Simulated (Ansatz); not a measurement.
V:

```
V
1.0
     2.60429    0.00000    0.00000
    -1.30215    2.25538    0.00000
     0.00000    0.00000    4.72334
V
2
Direct
  0.33333 0.66667 0.25000
  0.66667 0.33333 0.75000
```

This isn't the form of V at room conditions, which is bcc.

| Item | Value |
| --- | --- |
| Program | Ansatz 0.2.0 |
| Task | relaxation of cell and atoms |
| Functional | HSEsol |
| Potentials or basis | Ansatz PAW |
| Cutoff | 420 eV (not typed: the program's choice for these potentials) |
| k mesh | 6 × 6 × 3 |
| Occupations | fermi-dirac, width 0.05 eV |
| Spin | collinear spin, ferromagnetic start |
| Starting moments | [2.0, 2.0] μB |

At the start: volume 13.87 Å³/atom.

How do energy, volume and symmetry change on relaxing?

It ends after 7 steps and the volume is 13.02 Å³/atom (-6.1 %); space group P6_3/mmc (No. 194, to 0.05 Å); moment 0.15 μB per cell.

Step by step:
| step | energy change (eV) | largest force (eV/Å) | volume (Å³) |
| --- | --- | --- | --- |
| 1 | 0.0000 | 0.0000 | 27.74 |
| 2 | -0.0412 | 0.0000 | 25.59 |
| 3 | -0.0579 | 0.0000 | 26.27 |
| 4 | -0.0613 | 0.0000 | 26.06 |
| 5 | -0.0615 | 0.0000 | 26.04 |
| 6 | -0.0615 | 0.0000 | 26.05 |
| 7 | -0.0603 | 0.0000 | 26.05 |

Final structure:
```xyz
2
Lattice="2.5511 0.0000 0.0000 -1.2755 2.2093 0.0000 0.0000 0.0000 4.6212" Properties=species:S:1:pos:R:3 pbc="T T T"
V     0.0000    1.4729    1.1553
V     1.2755    0.7364    3.4659
```

Caveat: the k mesh is coarse (spacing up to 0.46 Å⁻¹), so the values aren't converged, least of all with exact exchange; the magnetic or orbital state may not be the lowest; the plane-wave basis is chosen anew once the cell has moved, so the energies of steps on either side of that aren't comparable; the PAW data sets come from PBE, with cores solved anew for the run's functional, which leaves a small shift of forces and pressure; the starting moments weren't kept.
